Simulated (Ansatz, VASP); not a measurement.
CO2: VASP beside Ansatz

```
O C
1.0
     2.58210   -2.33864    0.00000
     2.58210    2.33864    0.00000
     0.00000    0.00000    6.45271
O C
4 2
Direct
  0.30651 0.69349 0.60816
  0.69349 0.30651 0.39184
  0.19349 0.80651 0.10816
  0.80651 0.19349 0.89184
  0.50000 0.50000 0.50000
  0.00000 0.00000 0.00000
```

Change from the starting cell: volume scaled by 0.94.

Alike in both runs: task single point; functional PBEsol; k mesh 8 × 8 × 4; occupations fermi-dirac, width 0.05 eV; no spin polarisation.

|  | VASP | Ansatz |
| --- | --- | --- |
| version | VASP 6.6.1 | Ansatz 0.2.0 |
| potentials or method | VASP PAW PBE potentials, release 64 (O, C), cutoff 520 eV | all-electron LAPW, scalar-relativistic |

VASP gave:

```
gap on the k mesh at the Fermi level (eV)       : 6.79
least direct gap on the mesh (eV)               : 7.42
pressure (GPa)                                  : 12.1
largest component of the traceless stress (GPa) : 10.65
rms of the force components (eV/Å)              : 1.624
```

**Question.** Which values does Ansatz return?

**Answer.** gap on the k mesh at the Fermi level (eV): 6.82; least direct gap on the mesh (eV): 7.44; pressure (GPa): 10.0; largest component of the traceless stress (GPa): 8.16; rms of the force components (eV/Å): 1.243.

Atom by atom the forces differ by 0.381 eV/Å (rms over components). Ansatz ran all-electron here, so the differences hold the error of VASP's frozen core and of both bases.

Caveats: the standard files for N, O and F lose accuracy on very short bonds (VASP); the PAW data sets were made with another functional, which shifts forces and pressure a little (VASP); forces of over 1 eV/Å show positions far from the minimum, so gaps and moduli don't describe the material at rest (Ansatz). A k mesh can miss the band edges.
